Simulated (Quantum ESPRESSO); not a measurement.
Input of a Quantum ESPRESSO 7.5 run:

pw.in

```
&CONTROL
  calculation = 'scf'
  prefix = 'pwscf'
  outdir = './tmp'
  pseudo_dir = './pseudo'
  tprnfor = .true.
  disk_io = 'low'
/
&SYSTEM
  ibrav = 0
  celldm(1) = 8
  nat = 6
  ntyp = 2
  ecutwfc = 58
  nbnd = 34
  occupations = 'smearing'
  smearing = 'gaussian'
  degauss = 0.00183747
/
&ELECTRONS
  conv_thr = 6d-09
  electron_maxstep = 150
  mixing_beta = 0.3
  mixing_mode = 'local-TF'
/
ATOMIC_SPECIES
S     32.0600 S.upf
Ta   180.9479 Ta.upf
CELL_PARAMETERS alat
  0.7753392550385   0.0000000000000   0.0000000000000
  0.3851462736707   0.6729140422679   0.0000000000000
  0.0000000000000   0.0000000000000   7.2253678375066
ATOMIC_POSITIONS crystal
S      0.2380000000    0.2380000000    0.2451941938
Ta     0.5800000000    0.5800000000    0.3161043546
S      0.2380000000    0.2380000000    0.3870145155
S      0.7380000000    0.7380000000    0.6129854845
Ta     0.0800000000    0.0800000000    0.6838956454
S      0.7380000000    0.7380000000    0.7548058062
K_POINTS automatic
9 9 1 0 0 0
```

The input pp_density.in:

```
&INPUTPP
  prefix = 'pwscf'
  outdir = './tmp'
  filplot = 'density.dat'
  plot_num = 0
/
&PLOT
  nfile = 1
  filepp(1) = 'density.dat'
  iflag = 3
  output_format = 6
  fileout = 'density.cube'
/
```

File pp_potential.in:

```
&INPUTPP
  prefix = 'pwscf'
  outdir = './tmp'
  filplot = 'potential.dat'
  plot_num = 11
/
&PLOT
  nfile = 1
  filepp(1) = 'potential.dat'
  iflag = 3
  output_format = 6
  fileout = 'potential.cube'
/
```

The input pp_elf.in:

```
&INPUTPP
  prefix = 'pwscf'
  outdir = './tmp'
  filplot = 'elf.dat'
  plot_num = 8
/
&PLOT
  nfile = 1
  filepp(1) = 'elf.dat'
  iflag = 3
  output_format = 6
  fileout = 'elf.cube'
/
```

Potentials or basis: PseudoDojo 0.4.1 SR PBE standard.

The run is started by

```sh
$ OMP_NUM_THREADS=1 mpirun -n 2 pw.x -nk 2 -in pw.in > pw.out
$ OMP_NUM_THREADS=1 mpirun -n 1 pp.x -in pp_density.in > pp_density.out
$ OMP_NUM_THREADS=1 mpirun -n 1 pp.x -in pp_potential.in > pp_potential.out
$ OMP_NUM_THREADS=1 mpirun -n 1 pp.x -in pp_elf.in > pp_elf.out
```

(1) What does it give for the work function of the upper face?

(2) Estimate the work function of the lower face.

(3) Predict the largest force.

(4) Estimate the band gap on the k mesh.

Answers

(1) 5.92 eV.

(2) 5.92 eV.

(3) 3.924 eV/Å.

(4) none (metal or under the smearing width).
